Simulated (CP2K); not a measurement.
# SiS2: single point with PBE

Crystal: SiS2.

```
CELL_PARAMETERS angstrom
6.18243 0.00000 0.00000
-3.68950 4.96085 0.00000
1.18579 -3.70268 4.80692
ATOMIC_POSITIONS crystal
S 0.38180 0.70880 0.09060
S 0.61820 0.29120 0.90940
S 0.88180 0.79120 0.67300
S 0.11820 0.20880 0.32700
Si 0.25000 0.25000 0.00000
Si 0.75000 0.75000 0.00000
```

* Program: CP2K 2026.2
* Task: single point
* Functional: PBE
* Potentials or basis: POTENTIAL_UZH S GTH-PBE-q6, Si GTH-PBE-q4; TZVP-MOLOPT-PBE-GTH basis
* Density cutoff: 6123 eV
* k mesh: 7 × 7 × 7
* Occupations: fermi-dirac, width 0.05 eV
* Spin: no spin polarisation
* SCF solver: diagonalisation with k points
* Quickstep method: GPW
* EPS_DEFAULT: 1.0E-10
* EPS_SCF: 1.0E-6
* MAX_SCF: 100
* SCF_GUESS: ATOMIC
* k points reduced by the point group: yes
* Mesh centred on Gamma: yes
* CHOLESKY: OFF
* EPS_EIGVAL: 1.0E-7
* MIXING METHOD: BROYDEN_MIXING
* MIXING ALPHA: 0.4
* NBUFFER: 8
* NGRIDS: 5
* Basis sets: S TZVP-MOLOPT-PBE-GTH-q6, Si TZVP-MOLOPT-PBE-GTH-q4
* Potentials: S GTH-PBE-q6 of POTENTIAL_UZH, Si GTH-PBE-q4 of POTENTIAL_UZH
* ADDED_MOS: [18]
* MPI ranks: 3
* REL_CUTOFF (Ry): 60 Ry
* MIXING BETA (1/bohr): 1.5 1/bohr
* CUTOFF of the grids: 450 Ry

```yaml
Pressure: 2.0 GPa
Largest_force: 0.235 eV/Å
Band_gap_on_the_k_mesh: 2.67 eV, indirect (least direct gap 3.02 eV)
Mulliken_charges: S -0.26; Si +0.52 e
Hirshfeld_charges: S -0.10; Si +0.21 e
```

Forces on the atoms (eV/Å):
```
S   -0.196  0.099  0.084
S    0.196 -0.099 -0.084
S   -0.032  0.016 -0.232
S    0.032 -0.016  0.232
Si   0.000  0.000  0.000
Si   0.000  0.000  0.000
```

Stress tensor (GPa, compression positive):
```
 2.09 -0.14  0.04
-0.14  1.89 -0.02
 0.04 -0.02  2.11
```

Levels at points of the mesh, in eV from the valence-band top:
| k point | band 13 | band 14 | band 15 | band 16 | band 17 | band 18 | band 19 | band 20 |
| --- | --- | --- | --- | --- | --- | --- | --- | --- |
| (0.00, 0.00, 0.00) | -1.82 | -0.90 | -0.83 | -0.56 | 3.64 | 3.85 | 4.00 | 5.56 |

It took 47 s on 3 MPI ranks on AMD EPYC 7R43 64-Core Processor (Zen 3), on a shared host.

Caveat: Mulliken charges move with the basis; an odd mesh through Γ misses points on the zone boundary, where band edges often lie; the basis of atomic orbitals isn't converged, which shifts pressures, moduli and gaps.
